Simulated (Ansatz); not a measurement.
## Structures of ZnCu2SnSe4: which is lowest?

Plane-wave DFT in Ansatz with scalar-relativistic PAW potentials, cutoff 420 eV, Γ-centred meshes chosen by cell and gap, Gaussian smearing with energies taken to zero width. Every cell was relaxed (cell and atoms) in a run of its own, within the symmetry of its start. Functional: PBE.

Relaxed structures (starts from databases or built by putting these elements on another compound's sites):
A. I-42m, 8 atoms in the computed cell, a = 5.763 Å, c = 11.528 Å; sites (symmetry × multiplicity) Zn -42m × 2, Cu -4.. × 4, Sn -42m × 2, Se ..m × 8; start: database
B. I-4, 8 atoms in the computed cell, a = 5.765 Å, c = 11.520 Å; sites (symmetry × multiplicity) Zn -4.. × 2, Cu -4.. × 2 + -4.. × 2, Sn -4.. × 2, Se 1 × 8; start: database

Rank them by energy. Could pressure change the order?

```csv
structure,group,E − E(lowest) (meV/atom),V (Å³/atom),gap on mesh (eV)
B,I-4,0.0,23.93,0.00
A,I-42m,3.6,23.93,0.00
```

B and A are level within the 5 meV/atom that separate runs leave open. The two lowest differ in volume by under 3 %, too little for a first-order estimate of what pressure does to that pair (other pairs aren't weighed here). Other structures may lie lower than all of these, and vibrations aren't counted.